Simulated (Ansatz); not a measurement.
Runs of Ansatz 0.2.0 on TiCo. It takes space group Pm-3m (No. 221, cubic). Conventional cell: a = 2.986 Å, b = 2.986 Å, c = 2.986 Å, α = 90.00°, β = 90.00°, γ = 90.00°. Co (site symmetry m-3m) has 8 Ti at 2.59 Å as nearest neighbours. Ti (site symmetry m-3m) is surrounded by 8 Co at 2.59 Å. The cell comes from a database or a generator and needn't be the stable form of this composition.

| task | level | spin | fixed moment (μB) | k mesh | cutoff (eV) | mesh quality | gap on the mesh (eV) | pressure (GPa) | moment (μB) |
| --- | --- | --- | --- | --- | --- | --- | --- | --- | --- |
| projected density of states | r2SCAN | collinear, ferromagnetic start | - | 5 × 5 × 5 | 500 | coarse | none | 0.4 | (b) |
| single point | PBEsol | collinear, random start | - | 9 × 9 × 9 | 420 | not flagged | none | -8.1 | 0.71 |
| single point | PBEsol | collinear, ferromagnetic start | 2.2 | 8 × 8 × 8 | 420 | not flagged | - | (a) | 2.20 |
| single point | PBEsol | collinear, program default start | 0.0 | 8 × 8 × 8 | 420 | not flagged | - | -9.5 | 0.00 |
| single point | PBEsol | collinear, ferromagnetic start | 3.8 | 8 × 8 × 8 | 420 | not flagged | - | 11.9 | 3.80 |
| single point | PBEsol | collinear, antiferromagnetic start | - | 9 × 9 × 9 | 420 | not flagged | none | -8.1 | 0.71 |
| single point | PBEsol | collinear, ferromagnetic start | - | 9 × 9 × 9 | 420 | not flagged | none | -8.1 | 0.71 |
| single point | PBEsol | non-collinear, random start | - | 7 × 7 × 7 | 420 | not flagged | none | -7.6 | 0.82 |
| projected density of states | BLYP | collinear, ferromagnetic start | - | 5 × 5 × 5 | 420 | coarse | none | 5.6 | 0.90 |
| projected density of states | HSE06 | collinear, ferromagnetic start | - | 5 × 5 × 5 | 420 | coarse | none | (c) | 1.00 |
| single point | PBEsol | collinear, ferromagnetic start | 0.8 | 8 × 8 × 8 | 420 | not flagged | - | -7.3 | 0.80 |
| projected density of states | PBE0 | collinear, ferromagnetic start | - | 5 × 5 × 5 | 420 | coarse | none | 5.5 | 1.00 |

Alike in all rows: potentials or basis Ansatz PAW; cell as given; smearing fermi-dirac 0.05 eV.

Problem. Fill in the values left out.

Solution. (a) -0.9; (b) 0.94; (c) 5.7.

Caveats: some runs use coarse meshes; the PAW data sets come from PBE, with cores solved anew for the run's functional, which leaves a small shift of forces and pressure; the thresholds are loose for stress (some runs); the total moment is fixed, so each spin has its own Fermi level (some runs); the magnetic or orbital state may not be the lowest (some runs); the starting moments weren't kept (some runs).

A gap of «none» marks a metal or a gap under the smearing width.

Runs at the PBE level aren't shown here.
